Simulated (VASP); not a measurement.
# PbSe (Clausthalite) (Fm-3m) in VASP: a series of runs

The runs below take PbSe (Clausthalite) through relaxation of cell and atoms, with LDA, PBE+D3(BJ).

Program: VASP 6.6.1. These are calculated values, not measurements. Logs are shortened: lines on timing, memory, paths and dates and some standing lists are left out, and cuts for length are marked.

### Step 1. The structure

The structure is cubic, space group Fm-3m (No. 225). Conventional cell: a = 6.046 Å, b = 6.046 Å, c = 6.046 Å, α = 90.00°, β = 90.00°, γ = 90.00°. Around Pb (site symmetry m-3m) lie 6 Se at 3.02 Å. Se (site symmetry m-3m) is surrounded by 6 Pb at 3.02 Å.

### Step 2. Relaxation of cell and atoms, LDA

File INCAR:

```
  ALGO = Normal
  EDIFF = 1E-7
  EDIFFG = -0.005
  ENCUT = 600
  IBRION = 2
  ISIF = 3
  ISMEAR = 0
  LASPH = T
  LCHARG = F
  LREAL = F
  LWAVE = F
  NELM = 80
  NSW = 90
  PREC = Accurate
  SIGMA = 0.03
```

File KPOINTS:

```
k-points
0
Gamma
  8 8 8
```

File POSCAR:

```
PbSe                                    
1.0
   -0.0000000000      3.0229038105      3.0229038105
    3.0229038105     -0.0000000000      3.0229038105
    3.0229038105      3.0229038105      0.0000000000
  Pb              Se            
     1     1
Direct
     0.0000000000000000    0.0000000000000000    0.0000000000000000
     0.5000000000000000    0.5000000000000000    0.5000000000000000
```

Potentials or basis: VASP PAW LDA potentials, release 64 (Pb_d, Se).

On the command line:

```
$ cat potpaw_LDA.64/Pb_d/POTCAR potpaw_LDA.64/Se/POTCAR > POTCAR
$ mpirun -np 1 vasp_std > vasp.out
```

OUTCAR:

```text
EDIFF = 1E-7
   EDIFFG = -0.005
   ENCUT = 600
   IBRION = 2
   ISIF = 3
   ISMEAR = 0
   LASPH = T
   LREAL = F
   NELM = 80
   NSW = 90
   PREC = Accurate

 ion  position               nearest neighbor table
   1  0.000  0.000  0.000-   2 3.02   2 3.02   2 3.02   2 3.02   2 3.02   2 3.02
   2  0.500  0.500  0.500-   1 3.02   1 3.02   1 3.02   1 3.02   1 3.02   1 3.02

  LATTYP: Found a face centered cubic cell.
 ALAT       =     6.0458076210

  Lattice vectors:

 A1 = (   0.0000000000,   3.0229038105,   3.0229038105)
 A2 = (   3.0229038105,   0.0000000000,   3.0229038105)
 A3 = (   3.0229038105,   3.0229038105,   0.0000000000)

Analysis of symmetry for initial positions (statically):
=====================================================================
 Subroutine PRICEL returns:
 Original cell was already a primitive cell.

 Routine SETGRP: Setting up the symmetry group for a
 face centered cubic supercell.

 Subroutine GETGRP returns: Found 48 space group operations
 (whereof 48 operations were pure point group operations)
 out of a pool of 48 trial point group operations.

The static configuration has the point symmetry O_h .

Analysis of symmetry for dynamics (positions and initial velocities):
=====================================================================
 Subroutine PRICEL returns:
 Original cell was already a primitive cell.

 Routine SETGRP: Setting up the symmetry group for a
 face centered cubic supercell.

 Subroutine GETGRP returns: Found 48 space group operations
 (whereof 48 operations were pure point group operations)
 out of a pool of 48 trial point group operations.

The dynamic configuration has the point symmetry O_h .

 Subroutine INISYM returns: Found 48 space group operations
 (whereof 48 operations are pure point group operations),
 and found     1 'primitive' translations

----------------------------------------------------------------------------------------

                                     Primitive cell

  volume of cell :      55.2463

  direct lattice vectors                    reciprocal lattice vectors
     0.000000000  3.022903810  3.022903810    -0.165403874  0.165403874  0.165403874
     3.022903810  0.000000000  3.022903810     0.165403874 -0.165403874  0.165403874
     3.022903810  3.022903810  0.000000000     0.165403874  0.165403874 -0.165403874

  length of vectors
     4.275031567  4.275031567  4.275031567     0.286487913  0.286487913  0.286487913

  position of ions in fractional coordinates (direct lattice)
     0.000000000  0.000000000  0.000000000
     0.500000000  0.500000000  0.500000000

  ion indices of the primitive-cell ions
   primitive index   ion index
                 1           1
                 2           2

----------------------------------------------------------------------------------------

 KPOINTS: k-points

Automatic generation of k-mesh.
 Grid dimensions read from file:
 generate k-points for:    8    8    8

 Generating k-lattice:

  Cartesian coordinates                     Fractional coordinates (reciprocal lattice)
    -0.020675484  0.020675484  0.020675484     0.125000000  0.000000000  0.000000000
     0.020675484 -0.020675484  0.020675484     0.000000000  0.125000000  0.000000000
     0.020675484  0.020675484 -0.020675484     0.000000000  0.000000000  0.125000000

  Length of vectors
     0.035810989  0.035810989  0.035810989

  Shift w.r.t. Gamma in fractional coordinates (k-lattice)
     0.000000000  0.000000000  0.000000000

 Subroutine IBZKPT returns following result:
 ===========================================

 Found     29 irreducible k-points:

 Following reciprocal coordinates:
            Coordinates               Weight
  0.000000  0.000000  0.000000      1.000000
  0.125000  0.000000  0.000000      8.000000
  0.250000  0.000000  0.000000      8.000000
  0.375000  0.000000  0.000000      8.000000
  0.500000  0.000000  0.000000      4.000000
  0.125000  0.125000  0.000000      6.000000
[... 16 lines left out ...]
  0.500000  0.250000  0.125000     48.000000
 -0.375000  0.250000  0.125000     24.000000
 [... further k-points ...]
   k-points           NKPTS =     29   k-points in BZ     NKDIM =     29   number of bands    NBANDS=     14
   number of dos      NEDOS =    301   number of ions     NIONS =      2
   total plane-waves  NPLWV =  46656
   dimension x,y,z NGX =    36 NGY =   36 NGZ =   36
   dimension x,y,z NGXF=    72 NGYF=   72 NGZF=   72
   ions per type =               1   1
   NGX,Y,Z   is equivalent  to a cutoff of  14.00, 14.00, 14.00 a.u.
   NGXF,Y,Z  is equivalent  to a cutoff of  28.00, 28.00, 28.00 a.u.
 SYSTEM =  unknown system
   PREC   = accura    normal or accurate (medium, high low for compatibility)
   ISTART =      0    job   : 0-new  1-cont  2-samecut
   ICHARG =      2    charge: 1-file 2-atom 10-const
   ISPIN  =      1    spin polarized calculation?
   LNONCOLLINEAR =      F non collinear calculations
   LSORBIT =      F    spin-orbit coupling
   LASPH  =      T    aspherical Exc in radial PAW
   ENCUT  =  600.0 eV  44.10 Ry    6.64 a.u.   8.54  8.54  8.54*2*pi/ulx,y,z
   NELM   =     80;   NELMIN=  2; NELMDL= -5     # of ELM steps
   EDIFF  = 0.1E-06   stopping-criterion for ELM
   LREAL  =      F    real-space projection
   EDIFFG = -.5E-02   stopping-criterion for IOM
   NSW    =     90    number of steps for IOM
   IBRION =      2    ionic relax: 0-MD 1-quasi-New 2-CG
   NFREE  =      1    steps in history (QN), initial steepest desc. (CG)
   ISIF   =      3    stress and relaxation
   ISYM   =      2    0-nonsym 1-usesym 2-fastsym
   POTIM  = 0.5000    time-step for ionic-motion
   TEBEG  =    0.0;   TEEND  =   0.0 temperature during run
   PSTRESS=    0.0 pullay stress
   NELECT =      20.0000    total number of electrons
   NUPDOWN=      -1.0000    fix difference up-down
   EMIN   =  10.00;   EMAX   =-10.00  energy-range for DOS
   EFERMI =   0.00;   METHOD = LEGACY
   ISMEAR =     0;   SIGMA  =   0.03  broadening in eV -4-tet -1-fermi 0-gaus
   EFERMI_NEDOS =   21; number of points for ismear=-14 and -15
   IALGO  =     38    algorithm
   IMIX   =      4    mixing-type and parameters
     AMIX     =   0.40;   BMIX     =  1.00
     AMIX_MAG =   1.60;   BMIX_MAG =  1.00
  volume/ion in A,a.u.               =      27.62       186.41
  Fermi-wavevector in a.u.,A,eV,Ry     =   1.166766  2.204868 18.522201  1.361343
  Thomas-Fermi vector in A             =   2.303275
   LORBIT       =      0    0 simple, 1 ext, 2 COOP (PROOUT), +10 PAW based schemes
   GGA     = CA    functional components
   LHFCALC =     F    Hartree Fock is set to
   AEXX    =    0.0000 exact exchange contribution
   IVDW    =     0    specifies the selected vdW correction
   LEPSILON=     F    determine dielectric tensor
   LRPA    =     F    only Hartree local field effects (RPA)
 conjugate gradient relaxation of ions
 non-spin polarized calculation
 Gauss-broadening in eV      SIGMA  =   0.03
  energy-cutoff  :      600.00
  volume of cell :       55.25
 maximum number of plane-waves:      1868
 NGX is ok and might be reduce to    36
   NGX = 17   NGY = 17   NGZ = 17

 number of electron      19.9999998 magnetization

 Free energy of the ion-electron system (eV)
  ---------------------------------------------------
  ext. energy  EPLUGINS =         0.00000000
  ---------------------------------------------------
  free energy    TOTEN  =        -9.45839674 eV

  energy without entropy =       -9.45820704  energy(sigma->0) =       -9.45830189

 E-fermi :   5.4374     XC(G=0): -10.0138

 val. band max:        5.4200975569   @ k =   0.5000   0.0000   0.0000
 cond. band min:       5.4546819081   @ k =   0.5000   0.0000   0.0000
 fundamental gap:      0.0345843511
 Fermi energy:         5.4373897324

 k-point     1 :       0.0000    0.0000    0.0000
  band No.  band energies     occupation
      1     -11.4654      2.00000
      2     -11.4654      2.00000
      3     -11.4613      2.00000
      4     -11.4613      2.00000
      5     -11.4613      2.00000
      6      -8.5537      2.00000
      7      -0.9376      2.00000
      8       3.3444      2.00000
      9       3.3444      2.00000
     10       3.3444      2.00000
     11      10.0675      0.00000
     12      10.0675      0.00000
     13      10.0675      0.00000
     14      11.7809      0.00000

 k-point     2 :       0.1250    0.0000    0.0000
  band No.  band energies     occupation
      1     -11.4692      2.00000
      2     -11.4692      2.00000
      3     -11.4607      2.00000
      4     -11.4561      2.00000
      5     -11.4561      2.00000
      6      -8.4266      2.00000
      7      -1.3804      2.00000
      8       3.3892      2.00000
      9       3.3892      2.00000
     10       3.6570      2.00000
     11       8.9593      0.00000
     12       9.3562      0.00000
     13       9.3562      0.00000
     14      11.5662      0.00000

 k-point     3 :       0.2500    0.0000    0.0000
  band No.  band energies     occupation
      1     -11.4796      2.00000
      2     -11.4796      2.00000
      3     -11.4597      2.00000
      4     -11.4424      2.00000
      5     -11.4424      2.00000
      6      -8.0753      2.00000
      7      -2.3400      2.00000
      8       3.5205      2.00000
      9       3.5205      2.00000
     10       4.2590      2.00000
     11       7.4372      0.00000
     12       8.1843      0.00000
     13       8.1843      0.00000
     14      11.7581      0.00000
[... 324 lines left out ...]
 k-point    23 :       0.5000    0.2500    0.1250
  band No.  band energies     occupation
      1     -11.5307      2.00000
      2     -11.4758      2.00000
      3     -11.4570      2.00000
      4     -11.4332      2.00000
      5     -11.4239      2.00000
      6      -7.3642      2.00000
      7      -3.0794      2.00000
      8       1.8914      2.00000
      9       2.6963      2.00000
     10       4.2709      2.00000
     11       6.9563      0.00000
     12       8.4661      0.00000
     13       9.5277      0.00000
     14      11.9349      0.00000

 k-point    24 :      -0.3750    0.2500    0.1250
  band No.  band energies     occupation
      1     -11.5363      2.00000
      2     -11.4796      2.00000
      3     -11.4497      2.00000
      4     -11.4373      2.00000
      5     -11.4193      2.00000
      6      -7.1632      2.00000
      7      -3.3430      2.00000
      8       1.8843      2.00000
      9       2.2937      2.00000
     10       4.5059      2.00000
     11       6.6061      0.00000
     12       8.7505      0.00000
     13       9.4814      0.00000
     14      12.9087      0.00000

 [... further k-points ...]

------------------------ aborting loop because EDIFF is reached ----------------------------------------

  FORCE on cell =-STRESS in cart. coord.  units (eV):
  Direction    XX          YY          ZZ          XY          YZ          ZX
  --------------------------------------------------------------------------------------
  -------------------------------------------------------------------------------------
  Total       -0.0002575     -0.0002575     -0.0002575      0.0000000      0.0000000     -0.0000000
  in kB       -0.0074689     -0.0074689     -0.0074689      0.0000000      0.0000000     -0.0000000
  external PRESSURE =      -0.0074689 kB  Pullay stress =       0.0000000 kB

 VOLUME and BASIS-vectors are now :
 -----------------------------------------------------------------------------
  energy-cutoff  :      600.00
  volume of cell :       55.25
      direct lattice vectors                 reciprocal lattice vectors
     0.000000000  3.022903810  3.022903810    -0.165403874  0.165403874  0.165403874
     3.022903810  0.000000000  3.022903810     0.165403874 -0.165403874  0.165403874
     3.022903810  3.022903810  0.000000000     0.165403874  0.165403874 -0.165403874

 POSITION                                       TOTAL-FORCE (eV/Angst)
 -----------------------------------------------------------------------------------
      0.00000      0.00000      0.00000         0.000000      0.000000     -0.000000
      3.02290      3.02290      3.02290        -0.000000     -0.000000      0.000000
 -----------------------------------------------------------------------------------
    total drift:                               -0.000000      0.000000      0.000000

  FREE ENERGIE OF THE ION-ELECTRON SYSTEM (eV)
  ---------------------------------------------------
  free  energy   TOTEN  =        -9.4583967417 eV

  energy  without entropy=       -9.4582070385  energy(sigma->0) =       -9.45830189

 reached required accuracy - stopping structural energy minimisation
```

It took 9.8 s on 1 thread of Intel Xeon 6975P-C (Granite Rapids), shared host; peak memory 0.18 GiB.

Results:

| Quantity | Value |
| --- | --- |
| Free energy | -9.4584 eV |
| Pressure after relaxing | 0.0 GPa |
| Band gap on the k mesh | 0.03 eV, direct |

Final structure:
```yaml
crystal:
  lattice:
    - [0.00000, 3.02290, 3.02290]
    - [3.02290, 0.00000, 3.02290]
    - [3.02290, 3.02290, 0.00000]
  atoms:
    - { symbol: Pb, position: [0.00000, 0.00000, 0.00000] }
    - { symbol: Se, position: [0.50000, 0.50000, 0.50000] }
```

Caveat: the relaxation stopped at its first step, so nothing moved; spin-orbit coupling is left out, which as a rule narrows the gap of such compounds by several tenths of an eV. A k mesh can miss the band edges.

(Part 1 of 2 ends here.)
